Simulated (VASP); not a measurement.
# BAs (F-43m) under a change of volume

How do the elastic response and the band edges of BAs follow a change of volume?

Program: VASP 6.6.1. Level of theory: LDA; plane waves and PAW (B, As), in the first sound run; inputs show where later runs differ. Results are calculated unless marked as measured.

Most raw output is cut from this account.

## (1) The starting structure

The structure is cubic, space group F-43m (No. 216). Conventional cell: a = 4.777 Å, b = 4.777 Å, c = 4.777 Å, α = 90.00°, β = 90.00°, γ = 90.00°. B has 4 As at 2.07 Å nearest. Nearest to As lie 4 B at 2.07 Å. Farther neighbours are not listed.

Structure file:

```cif
data_structure
_symmetry_space_group_name_H-M 'P 1'
_symmetry_Int_Tables_number 1
_cell_length_a 3.3778
_cell_length_b 3.3778
_cell_length_c 3.3778
_cell_angle_alpha 60.000
_cell_angle_beta 60.000
_cell_angle_gamma 60.000
_cell_volume 27.25
loop_
_atom_site_label
_atom_site_type_symbol
_atom_site_fract_x
_atom_site_fract_y
_atom_site_fract_z
_atom_site_occupancy
B1 B 0.00000 0.00000 0.00000 1
As2 As 0.25000 0.25000 0.25000 1
```

## (2) Relax the crystal, LDA

The series starts from the cell that this level prefers, so that zero strain is near zero stress.

This step took 2 runs in a row; the last is shown.

Level: LDA; plane waves and PAW (B, As).

The input, INCAR:

```
SYSTEM = BAs
PREC = Accurate
ENCUT = 480
EDIFF = 1E-07
NELM = 120
ISMEAR = 0
SIGMA = 0.02
LREAL = .FALSE.
ALGO = Normal
GGA = CA
NBANDS = 10
LASPH = .TRUE.
LORBIT = 11
LWAVE = .FALSE.
LCHARG = .FALSE.
KPAR = 16
IBRION = 2
NSW = 40
ISIF = 3
EDIFFG = -0.005
POTIM = 0.4
```

The input, POSCAR:

```
BAs
1.0
    0.0000000000      2.3711864423      2.3711864423
    2.3711864423      0.0000000000      2.3711864423
    2.3711864423      2.3711864423      0.0000000000
B As
1 1
Direct
    0.0000000000      0.0000000000      0.0000000000
    0.2500000000      0.2500000000      0.2500000000
```

The input, KPOINTS:

```
Automatic mesh
0
Gamma
11 11 11
0 0 0
```

The projector-augmented-wave data sets are B and As (LDA family, release 64).

Command:

```console
$ mpirun -np 16 vasp_std
```

Elapsed: 2.4 s, on 16 MPI ranks of Intel Xeon 6975P-C (Granite Rapids), shared host; peak memory 2.1 GiB; 23 s of CPU time.

Read from the output:

| Property | Result |
| --- | --- |
| energy(sigma→0) of the program | -12.9263 eV |
| stress, compression positive | xx, yy, zz 0.00, 0.00, 0.00 GPa |
| volume | 26.664 Å³ |
| ionic steps | 1 |

## (3) Relax at fixed volume, LDA

One member in full: the volume is scaled by 0.985, and the cell is held.

Level: LDA; plane waves and PAW (B, As).

Edit INCAR of step 2 so:

```diff
@@ -15,7 +15,8 @@
 LCHARG = .FALSE.
-KPAR = 16
+KPAR = 4
 IBRION = 2
 NSW = 40
-ISIF = 3
-EDIFFG = -0.005
+ISIF = 2
+EDIFFG = -0.004
 POTIM = 0.4
+MAXMIX = 40
```

The input, POSCAR:

```
BAs
1.0
    0.0000000000      2.3592707314      2.3592707314
    2.3592707314      0.0000000000      2.3592707314
    2.3592707314      2.3592707314      0.0000000000
B As
1 1
Direct
    0.0000000000      0.0000000000      0.0000000000
    0.2500000000      0.2500000000      0.2500000000
```

KPOINTS is that of step 2.

Command:

```console
$ mpirun -np 4 vasp_std
```

Elapsed: 3 s, on 4 MPI ranks; peak memory 0.48 GiB.

This run gave:

* energy(sigma→0) of the program: -12.9234 eV
* stress, compression positive: xx, yy, zz 2.30, 2.30, 2.30 GPa
* ionic steps: 1

## (4) Band edges, TB-mBJ with spin-orbit coupling

Short lines in KPOINTS_OPT sample the zone centre, for masses, and the other valleys.

Level: TB-mBJ, spin-orbit coupling; plane waves and PAW (B, As).

TB-mBJ has no energy functional, so the total energy, stress and pressure in this output mean nothing.

The input, INCAR:

```
SYSTEM = BAs
PREC = Accurate
ENCUT = 480
EDIFF = 1E-06
NELM = 150
ISMEAR = 0
SIGMA = 0.02
LREAL = .FALSE.
ALGO = Normal
METAGGA = MBJ
LASPH = .TRUE.
LNONCOLLINEAR = .TRUE.
MAGMOM = 0 0 0 0 0 0
NBANDS = 18
GGA_COMPAT = .FALSE.
LSORBIT = .TRUE.
LWAVE = .FALSE.
LCHARG = .FALSE.
KPAR = 4
```

POSCAR is that of step 3.

The input, KPOINTS:

```
Automatic mesh
0
Gamma
9 9 9
0 0 0
```

The input, KPOINTS_OPT:

```
Line mode
6
Line-mode
Reciprocal
  0.00000000   0.00000000   0.00000000
  0.01877448   0.01877448   0.00000000

  0.00000000   0.00000000   0.00000000
  0.00000000  -0.01877448  -0.01877448

  0.31000000   0.31000000   0.00000000
  0.50000000   0.50000000   0.00000000

  0.00000000   0.31000000   0.31000000
  0.00000000   0.50000000   0.50000000

  0.45000000   0.45000000   0.45000000
  0.50000000   0.50000000   0.50000000

  0.45000000   0.00000000   0.00000000
  0.50000000   0.00000000   0.00000000

  0.42500000   0.42500000   0.00000000
  0.42500000   0.44377448   0.01877448

  0.50000000   0.50000000   0.50000000
  0.48672444   0.51327556   0.50000000
```

Command:

```console
$ mpirun -np 4 vasp_ncl
```

Elapsed: 38 s, on 4 MPI ranks; peak memory 0.96 GiB; 2 min of CPU time.

## (5) Band edges, r2SCAN

Level: r2SCAN; plane waves and PAW (B, As).

The input, INCAR:

```
SYSTEM = BAs
PREC = Accurate
ENCUT = 480
EDIFF = 1E-06
NELM = 100
ISMEAR = 0
SIGMA = 0.02
LREAL = .FALSE.
ALGO = Normal
METAGGA = R2SCAN
LASPH = .TRUE.
NBANDS = 9
LWAVE = .FALSE.
LCHARG = .FALSE.
KPAR = 4
```

POSCAR is that of step 4.

KPOINTS is that of step 4.

KPOINTS_OPT is that of step 4.

Command:

```console
$ mpirun -np 4 vasp_std
```

Wall time 7.8 s (4 MPI ranks); peak memory 0.51 GiB.

This run gave:

* energy(sigma→0) of the program: -170.3690 eV
* stress, compression positive: xx, yy, zz 6.05, 6.05, 6.05 GPa

The run ends at a pressure of 6.05 GPa.

## (6) Band edges, HSE06

Level: HSE06; plane waves and PAW (B, As).

Edit INCAR of step 5 so:

```diff
@@ -9,5 +9,9 @@
 ALGO = Normal
-METAGGA = R2SCAN
+LHFCALC = .TRUE.
+AEXX = 0.25
+GGA = PE
+HFSCREEN = 0.2
 LASPH = .TRUE.
 NBANDS = 9
+PRECFOCK = Fast
 LWAVE = .FALSE.
```

POSCAR is that of step 5.

The input, KPOINTS:

```
Automatic mesh
0
Gamma
6 6 6
0 0 0
```

KPOINTS_OPT is that of step 5.

Command:

```console
$ mpirun -np 4 vasp_std
```

Elapsed: 71 s, on 4 MPI ranks; peak memory 0.94 GiB.

Numbers from this step:

| Quantity | Value |
| --- | --- |
| energy(sigma→0) of the program | -13.3507 eV |

## (7) The table

Hybrid runs start from orbitals of a short LDA run, not shown.

Runs beyond LDA use the data sets made with LDA; this shifts their levels slightly, and their total energies have another zero (at TB-mBJ, which has no energy functional, they mean nothing).

The other members went through these steps as far as the tables show, with the same cutoff and, step by step, the same mesh; 42 runs are not shown. The session took 1.2 core hours (wall time by ranks) on a shared machine.

```csv
volume over the relaxed volume,volume (Å³/atom),pressure (GPa),energy above the unstrained row (meV/atom),"gap on the mesh, LDA (eV)"
0.940,12.532,10.355,24.713,1.085
0.955,12.732,7.463,13.573,1.098
0.970,12.932,4.783,5.908,1.111
0.985,13.132,2.301,1.461,1.124
1,13.332,0.001,0.000,1.136
1.015,13.532,-2.129,1.306,1.148
1.030,13.732,-4.103,5.166,1.159
1.045,13.932,-5.930,11.398,1.171
1.060,14.132,-7.622,19.827,1.182
```

A cubic of the pressure in ln(V/V₀) through all rows has the slope −B at V₀: B = 148 GPa, and its curvature gives B′ = 4.1.

Band edges at TB-mBJ with spin-orbit coupling, counted from the valence-band top at Γ, spin-orbit pairs averaged:

```csv
volume over the relaxed volume,gap (eV),conduction band at Γ (eV),Δ or X valley along z (eV),"lowest conduction level at L, [111] (eV)",second valence level below the top (eV),third valence level below the top (eV)
0.940,1.585,3.688,1.578,3.662,0.000,0.200
0.955,1.607,3.670,1.601,3.570,0.000,0.201
0.970,1.628,3.654,1.623,3.480,0.000,0.203
0.985,1.649,3.638,1.645,3.393,0.000,0.204
1,1.669,3.622,1.665,3.309,0.000,0.205
1.015,1.689,3.607,1.685,3.227,0.000,0.206
1.030,1.707,3.592,1.704,3.147,0.000,0.206
1.045,1.725,3.578,1.723,3.069,0.000,0.207
1.060,1.743,3.565,1.741,2.993,0.000,0.208
```

Band edges at r2SCAN, counted from the valence-band top at Γ:

```csv
volume over the relaxed volume,gap (eV),conduction band at Γ (eV),Δ or X valley along z (eV),"lowest conduction level at L, [111] (eV)",second valence level below the top (eV),third valence level below the top (eV)
0.940,1.287,3.548,1.282,3.492,0.000,0.000
0.955,1.305,3.528,1.300,3.389,0.000,0.000
0.970,1.322,3.509,1.318,3.289,0.000,0.000
0.985,1.339,3.490,1.335,3.192,0.000,0.000
1,1.355,3.472,1.352,3.098,0.000,0.000
1.015,1.371,3.455,1.368,3.006,0.000,0.000
1.030,1.386,3.439,1.384,2.917,0.000,0.000
1.045,1.401,3.423,1.399,2.830,0.000,0.000
1.060,1.415,3.408,1.413,2.746,0.000,0.000
```

Band edges at HSE06, counted from the valence-band top at Γ, with one row partly withheld:

```csv
volume over the relaxed volume,gap (eV),conduction band at Γ (eV),Δ or X valley along z (eV),"lowest conduction level at L, [111] (eV)",second valence level below the top (eV),third valence level below the top (eV)
0.940,1.779,4.248,1.771,4.115,0.000,0.000
0.955,1.796,4.225,1.788,4.008,0.000,0.000
0.970,1.812,4.203,1.805,3.905,0.000,0.000
0.985,1.827,4.182,1.821,3.804,0.000,0.000
1,1.842,4.161,1.836,3.706,0.000,0.000
1.015,?,4.141,?,3.610,0.000,0.000
1.030,1.870,4.122,1.866,3.517,0.000,0.000
1.045,1.884,4.103,1.880,3.426,0.000,0.000
1.060,1.897,4.085,1.893,3.338,0.000,0.000
```

## (8) A fit to the known rows

The quantity to fit is the Δ or X valley above the valence top at HSE06: 1.771, 1.788, 1.805, 1.821, 1.836, 1.866, 1.880, 1.893 eV in the rows shown.

Fitting a parabola to the 8 known rows (u: logarithm of the volume ratio) gives E = − 0.6361 u² + 1.016 u + 1.836 in eV; the residuals are 4.5e-5 eV r.m.s.

For the withheld row, u = 0.01489, the fit gives 1.8514 eV.

## (9) Checking the prediction

The calculation gives 1.8515 eV, so the prediction is 0.0001 eV too low.

## (10) What came out

| Quantity | Value |
| --- | --- |
| bulk modulus | 148 GPa |
| gap of the unstrained cell, TB-mBJ with spin-orbit coupling | 1.67 eV |
| gap of the unstrained cell, r2SCAN | 1.36 eV |
| gap of the unstrained cell, HSE06 | 1.84 eV |
| dE/d ln V of the Δ or X valley above the valence top, HSE06 | 1.02 eV |
| error of the predicted row | -0.1 meV |

In words: At TB-mBJ with spin-orbit coupling the lowest conduction valley is Δ or X throughout, and the gap runs between 1.59 and 1.74 eV. At r2SCAN the lowest conduction valley is Δ or X throughout, and the gap runs between 1.29 and 1.41 eV. At HSE06 the lowest conduction valley is Δ or X throughout, and the gap runs between 1.78 and 1.90 eV. Hole masses are left out throughout, since the top bands are degenerate or cross in many series; of conduction masses, those of the Γ, L and (for Si and Ge under (001) strain) Δ valleys are kept where they change by under an eighth between rows. A measured gap of unstrained BAs is 4.12 eV (arxiv:1911.04914, direct gap from square of absorption coefficient, average of two samples, so it belongs beside the lowest direct gap, not the least one, 300 K); the static gaps here belong to the lattice relaxed at LDA. TB-mBJ is a potential fitted for gaps; it has no energy functional, so its total energies and forces mean nothing, and its bands tend to come out too narrow. r2SCAN opens gaps somewhat over GGA but leaves them below measured values as a rule. HSE06 ran on a coarser mesh than the semilocal levels. Spin-orbit coupling is left out at r2SCAN and HSE06, so the valence splittings there lack it. Δ or X levels are the lowest on their line, refined by a parabola unless they lie at X; the gap is read from all points sampled and can differ from the lowest valley by some meV, or by tens of meV where strain moves the valence top off Γ. Temperature, zero-point motion and excitons are left out.

[Lines on the potential files, build, host, timing and source positions are cut from VASP's logs without a mark.]

[Logs are printed without paths, hosts, clocks, repeated set-up lines and the standing remarks that a program may print on its own settings, such as how far it seeks lower states.]

[Hosts, paths, dates, database ids (printed as entryN), source tags and the programs' standing remarks are cut or masked in the printed files.]

[In band tables of VASP the shares of atoms and orbitals are scaled to a sum of 1 inside the atoms' spheres.]
